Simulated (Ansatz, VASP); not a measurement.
**WC in VASP and in Ansatz**

```
W C
1.0
     2.67141    0.00000    0.00000
     0.00000    2.67141    0.00000
     0.00000    0.00000    2.67141
W C
1 1
Direct
  0.00000 0.00000 0.00000
  0.50000 0.50000 0.50000
```

Change from the starting cell: volume scaled by 0.94, LAPW.

Alike in both runs: task single point; functional PBE; k mesh 15 × 15 × 15; occupations fermi-dirac, width 0.08 eV; no spin polarisation.

```csv
,VASP,Ansatz
version,VASP 6.6.1,Ansatz 0.2.0
potentials or method,"VASP PAW PBE potentials, release 64 (W_sv, C), cutoff 520 eV","all-electron LAPW, scalar-relativistic"
```

Ansatz gave:

| Quantity | Value |
| --- | --- |
| pressure (GPa) | 25.9 |

Q: What did VASP give for the same quantities?

A: Pressure (GPa): 27.6.

Ansatz ran all-electron here, so the differences hold the error of VASP's frozen core and of both bases.

Caveats: so large a pressure means that the cell lies far from this level's equilibrium, or that cutoff or potentials fall short (VASP). Spin-orbit coupling is left out, which matters for the levels of W.
